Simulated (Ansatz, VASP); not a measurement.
## One calculation of MgO2, two programs

```
Mg O
1.0
     1.47638    0.85239    3.77350
    -1.47638    0.85239    3.77350
     0.00000   -1.70478    3.77350
Mg O
1 2
Direct
  0.00000 0.00000 0.00000
  0.42879 0.42879 0.42879
  0.57121 0.57121 0.57121
```

Change from the starting cell: strain -0.080 along x and y, +0.080 along z, atoms carried along.

Alike in both runs: task single point; functional PBEsol; k mesh 12 × 12 × 12; occupations gaussian, width 0.05 eV; no spin polarisation.

|  | VASP | Ansatz |
| --- | --- | --- |
| version | VASP 6.6.1 | Ansatz 0.2.0 |
| potentials or method | VASP PAW PBE potentials, release 64 (Mg, O) | scalar-relativistic, plane waves, PAW |
| plane-wave cutoff (eV) | 520 | 420 |
| valence electrons in the cell | 14 | 22 |

VASP gave:

- gap on the k mesh at the Fermi level (eV): 0.33
- least direct gap on the mesh (eV): 0.33
- pressure (GPa): 1.7
- largest component of the traceless stress (GPa): 40.82
- rms of the force components (eV/Å): 1.107

Q: Which values does Ansatz return?

A: gap on the k mesh at the Fermi level (eV): 0.35; least direct gap on the mesh (eV): 0.35; pressure (GPa): 2.0; largest component of the traceless stress (GPa): 41.07; rms of the force components (eV/Å): 1.137.

Atom by atom the forces differ by 0.029 eV/Å (rms over components). The two sets of potentials don't hold the same shells in valence.

Caveats: the PAW data sets were made with another functional, which shifts forces and pressure a little (VASP). A k mesh can miss the band edges.
